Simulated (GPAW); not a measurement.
The system is I.

```
I
1.0
     3.63503   -2.39502    0.00000
     3.63503    2.39502    0.00000
     0.00000    0.00000    9.79344
I
4
Direct
  0.64930 0.35070 0.38440
  0.14930 0.85070 0.11560
  0.35070 0.64930 0.61560
  0.85070 0.14930 0.88440
```

Base run:

```yaml
Program: GPAW 26.7.0
Functional: LDA
Potentials_or_basis: the program's PAW data sets (release 1.2.1) made for this functional
Cutoff: 450 eV
Basis: pw
k_mesh: 6 × 6 × 3
Occupations: fermi-dirac, width 0.001 eV
Spin: no spin polarisation
```

Its results: band gap on the k mesh 1.20 eV, indirect (least direct gap 1.29 eV).

Task: The run is repeated on the same cell with these changes: functional from LDA to PBE; potentials or basis from the program's PAW data sets (release 1.2.1) made for this functional to GPAW PAW data sets (gpaw-data 1.2.1). What comes out?

Result: Band gap on the k mesh 1.30 eV, indirect (least direct gap 1.39 eV).

Caveats: with so narrow a direct gap the onset needs a denser k mesh; the long-wavelength limit can be off by a per cent or two; spin-orbit coupling is left out, which moves the levels of the heavy elements; an odd mesh through Γ misses points on the zone boundary, where band edges often lie.

Not every run made on this cell is shown here.
